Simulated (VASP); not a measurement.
# CaO5 (P6/mmm) in VASP: a series of runs, part 2 of 2

VASP 6.6.1. Earlier steps stand in the parts before.

## (3) Single point, PBE (species swapped into the CaPd5 type (P6/mmm, No. 191))

Input file INCAR:

```
SYSTEM = CaO5
PREC = Accurate
ENCUT = 520
EDIFF = 1E-6
ISMEAR = 0
SIGMA = 0.1
LREAL = .FALSE.
LASPH = .TRUE.
NELM = 60
ALGO = Normal
ISIF = 2
LWAVE = .FALSE.
LCHARG = .TRUE.
GGA = PE
LELF = .TRUE.
LVHAR = .TRUE.
NBANDS = 29
```

Input file KPOINTS:

```
Automatic mesh
0
G
  6 6 4
  0 0 0
```

Input file POSCAR:

```
CaO5
1.0
    4.7234248600      0.0000000000      0.0000000000
   -2.3617124300      4.0906059200      0.0000000000
    0.0000000000      0.0000000000      3.9394219400
Ca O
1 5
Direct
    0.0000000000      0.0000000000      0.0000000000
    0.3333333300      0.6666666700      0.0000000000
    0.6666666700      0.3333333300      0.0000000000
    0.5000000000      0.0000000000      0.5000000000
    0.5000000000      0.5000000000      0.5000000000
    0.0000000000      0.5000000000      0.5000000000
```

Potentials or basis: VASP PAW PBE potentials, release 64 (Ca_sv, O).

Started as:

```console
$ cat potpaw_PBE.64/Ca_sv/POTCAR potpaw_PBE.64/O/POTCAR > POTCAR
$ mpirun -np 1 vasp_std > vasp.out
```

OUTCAR:

```text
SYSTEM = CaO5
   PREC = Accurate
   ENCUT = 520
   EDIFF = 1E-6
   ISMEAR = 0
   LREAL = .FALSE.
   LASPH = .TRUE.
   NELM = 60
   ISIF = 2
   GGA = PE

 ion  position               nearest neighbor table
   1  0.000  0.000  0.000-
   2  0.333  0.667  0.000-
   3  0.667  0.333  0.000-
   4  0.500  0.000  0.500-
   5  0.500  0.500  0.500-
   6  0.000  0.500  0.500-

  LATTYP: Found a hexagonal cell.
 ALAT       =     4.7234248600
 C/A-ratio  =     0.8340181239

  Lattice vectors:

 A1 = (   4.7234248600,   0.0000000000,   0.0000000000)
 A2 = (  -2.3617124300,   4.0906059200,   0.0000000000)
 A3 = (   0.0000000000,   0.0000000000,   3.9394219400)

Analysis of symmetry for initial positions (statically):
=====================================================================
 Subroutine PRICEL returns:
 Original cell was already a primitive cell.

 Routine SETGRP: Setting up the symmetry group for a
 hexagonal supercell.

 Subroutine GETGRP returns: Found 24 space group operations
 (whereof 24 operations were pure point group operations)
 out of a pool of 24 trial point group operations.

The static configuration has the point symmetry D_6h.

Analysis of symmetry for dynamics (positions and initial velocities):
=====================================================================
 Subroutine PRICEL returns:
 Original cell was already a primitive cell.

 Routine SETGRP: Setting up the symmetry group for a
 hexagonal supercell.

 Subroutine GETGRP returns: Found 24 space group operations
[... 121 lines left out ...]
   EFERMI =   0.00;   METHOD = LEGACY
   ISMEAR =     0;   SIGMA  =   0.10  broadening in eV -4-tet -1-fermi 0-gaus
   EFERMI_NEDOS =   21; number of points for ismear=-14 and -15
   IALGO  =     38    algorithm
   IMIX   =      4    mixing-type and parameters
     AMIX     =   0.40;   BMIX     =  1.00
     AMIX_MAG =   1.60;   BMIX_MAG =  1.00
  volume/ion in A,a.u.               =      12.69        85.61
  Fermi-wavevector in a.u.,A,eV,Ry     =   1.321100  2.496517 23.746328  1.745306
  Thomas-Fermi vector in A             =   2.450879
   LORBIT       =      0    0 simple, 1 ext, 2 COOP (PROOUT), +10 PAW based schemes
   GGA     = PE    functional components
   LHFCALC =     F    Hartree Fock is set to
   AEXX    =    0.0000 exact exchange contribution
   IVDW    =     0    specifies the selected vdW correction
   LEPSILON=     F    determine dielectric tensor
   LRPA    =     F    only Hartree local field effects (RPA)
 non-spin polarized calculation
 Gauss-broadening in eV      SIGMA  =   0.10
  energy-cutoff  :      520.00
  volume of cell :       76.12
 maximum number of plane-waves:      2069
 NGX is ok and might be reduce to    36
   NGX = 17   NGY = 17   NGZ = 15

 number of electron      39.9999968 magnetization

 Free energy of the ion-electron system (eV)
  ---------------------------------------------------
  ext. energy  EPLUGINS =         0.00000000
  ---------------------------------------------------
  free energy    TOTEN  =       -22.57019069 eV

  energy without entropy =      -22.52998622  energy(sigma->0) =      -22.55008846

 E-fermi :   0.5665     XC(G=0): -10.0324

 val. band max:        0.5654011209   @ k =   0.1667   0.1667   0.0000
 cond. band min:       0.5673069284   @ k =   0.3333   0.0000   0.2500
 fundamental gap:      0.0019058075
 Fermi energy:         0.5664683914

 k-point     1 :       0.0000    0.0000    0.0000
  band No.  band energies     occupation
      1     -38.9797      2.00000
      2     -20.0174      2.00000
      3     -19.8515      2.00000
      4     -19.8515      2.00000
      5     -17.8548      2.00000
      6     -15.3178      2.00000
[... 661 lines left out ...]
     28       7.0746      0.00000
     29       7.4585      0.00000

------------------------ aborting loop because EDIFF is reached ----------------------------------------

  FORCE on cell =-STRESS in cart. coord.  units (eV):
  Direction    XX          YY          ZZ          XY          YZ          ZX
  --------------------------------------------------------------------------------------
  -------------------------------------------------------------------------------------
  Total       -7.3070210     -7.3070210     -8.6766999      0.0000000     -0.0000000      0.0000000
  in kB     -153.8061791   -153.8061790   -182.6366818      0.0000000     -0.0000000      0.0000000
  external PRESSURE =    -163.4163466 kB  Pullay stress =       0.0000000 kB

 VOLUME and BASIS-vectors are now :
 -----------------------------------------------------------------------------
  energy-cutoff  :      520.00
  volume of cell :       76.12
      direct lattice vectors                 reciprocal lattice vectors
     4.723424860  0.000000000  0.000000000     0.211710788  0.122231281  0.000000000
    -2.361712430  4.090605920  0.000000000     0.000000000  0.244462561  0.000000000
     0.000000000  0.000000000  3.939421940     0.000000000  0.000000000  0.253844350

 POSITION                                       TOTAL-FORCE (eV/Angst)
 -----------------------------------------------------------------------------------
      0.00000      0.00000      0.00000         0.000000      0.000000      0.000000
     -0.00000      2.72707      0.00000        -0.000000     -0.000000     -0.000000
      2.36171      1.36354      0.00000         0.000000      0.000000      0.000000
      2.36171      0.00000      1.96971         0.000000      0.000000      0.000000
      1.18086      2.04530      1.96971         0.000000      0.000000      0.000000
     -1.18086      2.04530      1.96971         0.000000      0.000000      0.000000
 -----------------------------------------------------------------------------------
    total drift:                               -0.000000      0.000000      0.000000

  FREE ENERGIE OF THE ION-ELECTRON SYSTEM (eV)
  ---------------------------------------------------
  free  energy   TOTEN  =       -22.5701906909 eV

  energy  without entropy=      -22.5299862194  energy(sigma->0) =      -22.55008846
```

stdout:

```text
POSCAR found type information on POSCAR CaO
 POSCAR found :  2 types and       6 ions
 scaLAPACK will be used
 LDA part: xc-table for (Slater+PW92), standard interpolation
 POSCAR, INCAR and KPOINTS ok, starting setup
 FFT: planning ... GRIDC
 FFT: planning ... GRID_SOFT
 FFT: planning ... GRID
 WAVECAR not read
 entering main loop
```

Run time: 26 s. Hardware: 1 thread of Intel Xeon Platinum 8559C (Emerald Rapids), shared host; peak memory 0.19 GiB.

What came out:

```
Free energy            : -22.5702 eV
Pressure               : -16.3 GPa
Band gap on the k mesh : none (metal or under the smearing width)
```

Caveat: the k mesh is coarse (spacing up to 0.40 Å⁻¹), so the values aren't converged; so large a pressure means that the cell lies far from this level's equilibrium, or that cutoff or potentials fall short.
